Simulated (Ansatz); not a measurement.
Runs of Ansatz 0.2.0 on BN. It takes space group P6_3/mmc (No. 194, hexagonal). The conventional cell has a = 2.498 Å, b = 2.498 Å, c = 6.636 Å, α = 90.00°, β = 90.00°, γ = 120.00°. N (site symmetry -6m2) is surrounded by 3 B at 1.44 Å. Around B (site symmetry -6m2) lie 3 N at 1.44 Å. 

| share of exact exchange | gap on the mesh (eV) | pressure (GPa) |
| --- | --- | --- |
| 0.1 | 4.82 | (a) |
| 0.2 | 5.35 | 1.0 |
| 0.05 | 4.55 | 4.0 |
| 0.15 | (b) | 2.0 |

Alike in all rows: task single point; level HSE06 form with a typed share of exact exchange; potentials or basis Ansatz PAW; no spin polarisation; cell as given; k mesh 6 × 6 × 2; cutoff (eV) 420; smearing fermi-dirac 0.05 eV; the mesh is coarse, so values aren't converged.

**Question.** Estimate the missing entries.

**Answer.** (a) 3.0; (b) 5.08.

Caveats: all runs use coarse meshes; the PAW data sets come from PBE, with cores solved anew for the run's functional, which leaves a small shift of forces and pressure; the thresholds are loose for stress.

A k mesh can miss the band edges.
